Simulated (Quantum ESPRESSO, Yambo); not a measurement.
Planning a run of Yambo 5.3.0 on CdS (Hawleyite). The input:

```
HF_and_locXC
gw0
dyson
ppa
em1d
rim_cut
RandQpts= 1000000
RandGvec= 1 RL
EXXRLvcs= 94 Ry
VXCRLvcs= 376 Ry
Chimod= "HARTREE"
% BndsRnXp
 1 | 345 |
%
NGsBlkXp= 15 Ry
% LongDrXp
 1 | 1 | 1 |
%
% GbndRnge
 1 | 345 |
%
DysSolver= "n"
ExtendOut
PPAPntXp= 27.21138 eV
% QPkrange
 1 | 1 | 12 | 15 |
%
```

```sh
OMP_NUM_THREADS=1 mpirun -n 4 yambo -F gw5.in -J gw5 -C gw5 > gw5.log
```

The stored states that it reads are on a 4×4×4 mesh. Symmetry: F-43m, No. 216, cubic system. Conventional cell: a = 5.916 Å, b = 5.916 Å, c = 5.916 Å, α = 90.00°, β = 90.00°, γ = 90.00°. Cd has 4 S at 2.56 Å nearest. S has 4 Cd at 2.56 Å nearest. Farther neighbours and most contacts between anions are not listed.

Estimate wall time and host memory on 4 MPI ranks of Arm Neoverse V1, shared host.

It took 5.4 min; on shared hardware allow 2.7 min to 11 min. Peak host memory was 2.5 GiB.

The screening grows as filled bands × empty bands × pairs of k points, times the square of the screening basis for the matrix.

[Paths, hosts, dates, memory and timing lines, banners, echoed tables and standing remarks are left out of the program output.]

[Logs are printed without paths, hosts, clocks, repeated set-up lines and the standing remarks that a program may print on its own settings, such as how far it seeks lower states.]

[Runs of the session that timed out or met a known fault of the program may be left out.]

[Hosts, paths, dates, database ids (printed as entryN), source tags and the programs' standing remarks are cut or masked in the printed files.]
